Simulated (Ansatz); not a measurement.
**Response of PbS to small distortions**

```
CELL_PARAMETERS angstrom
0.00000 2.96500 2.96500
2.96500 0.00000 2.96500
2.96500 2.96500 0.00000
ATOMIC_POSITIONS crystal
Pb 0.00000 0.00000 0.00000
S 0.50000 0.50000 0.50000
```

Atoms are numbered in the order listed.

Conventional cell: a = 5.930 Å, b = 5.930 Å, c = 5.930 Å, α = 90.00°, β = 90.00°, γ = 90.00°. Around Pb (atom 1) lie 6 S at 2.96 Å. Around S (atom 2) lie 6 Pb at 2.96 Å.

The cell comes from COD entry 9000001, which wasn't checked; take it as a given geometry.

Spin–orbit coupling is left out, though it moves levels of the heavy atoms by tenths of an eV or more.

Computed with DFT, LDA, all-electron PAW with datasets made for the crystal, scalar-relativistic (Ansatz 0.2.0).

Settings: a Γ-centred 8×8×8 k mesh, Fermi–Dirac smearing of 0.01 eV, cutoff 260 eV (chosen by the program for this cell), no spin polarisation.

The unchanged cell is at -2.54 GPa.

x, y and z are the Cartesian axes of the cell as listed; fractional coordinates follow a strain, and an engineering shear is twice the off-diagonal strain component.

Vzz stands for the principal value of largest size of the field-gradient tensor, whatever its axis.

No spin–orbit coupling: at heavy atoms the gradients can be off by tens of per cent for that reason.

(1) One change gave: energy change under 1 meV/atom; stress change (xx, yy, zz, yz, xz, xy) 0.00, 0.00, 0.00, -0.22, -0.22, -0.22 GPa, compression positive; Vzz in 10²¹ V/m²: Pb1 0 → -0.44 (η = 0.00), S2 0 → 0.30 (η = 0.00). Which change was it?
A. equal xy, yz and zx engineering shear strains of -2 %
B. equal xy, yz and zx engineering shear strains of -3 %
C. equal xy, yz and zx engineering shear strains of +1 %
D. equal xy, yz and zx engineering shear strains of +2 %
E. equal xy, yz and zx engineering shear strains of +3 %
F. equal xy, yz and zx engineering shear strains of -1 %

Results:

(1) C. For equal xy, yz and zx engineering shear strains of -3 %: energy change +4 meV/atom; stress change (xx, yy, zz, yz, xz, xy) -0.06, -0.06, -0.06, 0.57, 0.57, 0.57 GPa, compression positive; Vzz in 10²¹ V/m²: Pb1 0 → 0.87 (η = 0.00), S2 0 → -0.96 (η = 0.00). For equal xy, yz and zx engineering shear strains of -1 %: energy change under 1 meV/atom; stress change (xx, yy, zz, yz, xz, xy) 0.00, 0.00, 0.00, 0.21, 0.21, 0.21 GPa, compression positive; Vzz in 10²¹ V/m²: Pb1 0 → 0.45 (η = 0.00), S2 0 → -0.30 (η = 0.00). For equal xy, yz and zx engineering shear strains of +2 %: energy change +2 meV/atom; stress change (xx, yy, zz, yz, xz, xy) -0.01, -0.01, -0.01, -0.43, -0.43, -0.43 GPa, compression positive; Vzz in 10²¹ V/m²: Pb1 0 → -0.83 (η = 0.00), S2 0 → 0.63 (η = 0.00). For equal xy, yz and zx engineering shear strains of -2 %: energy change +2 meV/atom; stress change (xx, yy, zz, yz, xz, xy) -0.02, -0.02, -0.02, 0.40, 0.40, 0.40 GPa, compression positive; Vzz in 10²¹ V/m²: Pb1 0 → 0.78 (η = 0.00), S2 0 → -0.62 (η = 0.00). For equal xy, yz and zx engineering shear strains of +3 %: energy change +4 meV/atom; stress change (xx, yy, zz, yz, xz, xy) -0.06, -0.06, -0.06, -0.63, -0.63, -0.63 GPa, compression positive; Vzz in 10²¹ V/m²: Pb1 0 → -1.06 (η = 0.00), S2 0 → 1.04 (η = 0.00).
